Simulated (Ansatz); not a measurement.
## HfC under changes of volume

One of the cells (12.587 Å³/atom); the others are scaled copies at fixed shape and fractional positions:

```
Hf C
1.0
     3.34287    0.00000    0.00000
    -1.67143    2.89501    0.00000
     0.00000    0.00000    5.20271
Hf C
2 2
Direct
  0.33333 0.66667 0.25000
  0.66667 0.33333 0.75000
  0.00000 0.00000 0.50000
  0.00000 0.00000 0.00000
```

The cell comes from a database or a generator and needn't be the stable form of this composition.

* Program: Ansatz 0.2.0
* Functional: LDA
* Potentials or basis: Ansatz PAW
* Cutoff: 420 eV (not typed: the program's choice for these potentials)
* k mesh: 9 × 9 × 5
* Occupations: fermi-dirac, width 0.05 eV
* Spin: no spin polarisation

```csv
volume (Å³/atom),energy over the lowest point (meV/atom),pressure (GPa)
11.832,0.00,2.1
12.084,1.03,-3.3
12.336,10.16,-8.2
12.587,?,?
12.839,49.48,-16.6
13.091,78.33,-20.1
13.343,112.45,-23.3
```

Q: What does the run at 12.587 Å³/atom give?

A: Energy over the lowest point 26.53 meV/atom; pressure -12.6 GPa.

Worked out: A Birch-Murnaghan fit of order 3 (a polynomial in V^(-2/3)) to the other rows has its minimum at 11.93 Å³/atom with B0 = V·E''(V) = 261 GPa and B' = 4.1 at fixed shape and positions, which overstates the stiffness. It gives 26.52 meV/atom at 12.587 Å³/atom, against the run's 26.53, and -dE/dV = -12.6 GPa, against -12.6.

Energies are extrapolated to zero smearing.

Caveats: the PAW data sets come from PBE, with cores solved anew for the run's functional, which leaves a small shift of forces and pressure.
